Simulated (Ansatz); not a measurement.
The system is GaN.

```
Ga N
1.0
     0.00000    2.13524    2.13524
     2.13524    0.00000    2.13524
     2.13524    2.13524    0.00000
Ga N
1 1
Direct
  0.00000 0.00000 0.00000
  0.50000 0.50000 0.50000
```

Measurements of this composition are mostly on another form, of space group No. 186.

| Quantity | Value |
| --- | --- |
| Program | Ansatz 0.2.0 |
| Task | relaxation of cell and atoms |
| Functional | PBEsol |
| Dispersion | D3(BJ) |
| Potentials or basis | Ansatz PAW |
| Cutoff | 420 eV (not typed: the program's choice for these potentials) |
| k mesh | 11 × 11 × 11 |
| Occupations | fermi-dirac, width 0.05 eV |
| Spin | no spin polarisation |

At the start: volume 9.74 Å³/atom.

Task: Where does the relaxation end?

Result: It ends after 7 steps and the volume is 9.20 Å³/atom (-5.4 %); space group Fm-3m (No. 225, to 0.05 Å).

The path:
| step | energy change (eV) | largest force (eV/Å) | volume (Å³) |
| --- | --- | --- | --- |
| 1 | 0.0000 | 0.0000 | 19.47 |
| 2 | -0.0392 | 0.0000 | 18.77 |
| 3 | -0.0454 | 0.0000 | 18.39 |
| 4 | -0.0453 | 0.0000 | 18.43 |
| 5 | -0.0421 | 0.0000 | 18.43 |
| 6 | -0.0422 | 0.0000 | 18.41 |
| 7 | -0.0420 | 0.0000 | 18.41 |

Final structure:
```
Ga N
1.0
     0.00000    2.09575    2.09575
     2.09575    0.00000    2.09575
     2.09575    2.09575    0.00000
Ga N
1 1
Direct
  0.00000 0.00000 0.00000
  0.50000 0.50000 0.50000
```

Caveat: the plane-wave basis is chosen anew once the cell has moved, so the energies of steps on either side of that aren't comparable; the pressure holds a Pulay correction of +0.7 GPa for the finite cutoff; the PAW data sets come from PBE, with cores solved anew for the run's functional, which leaves a small shift of forces and pressure.
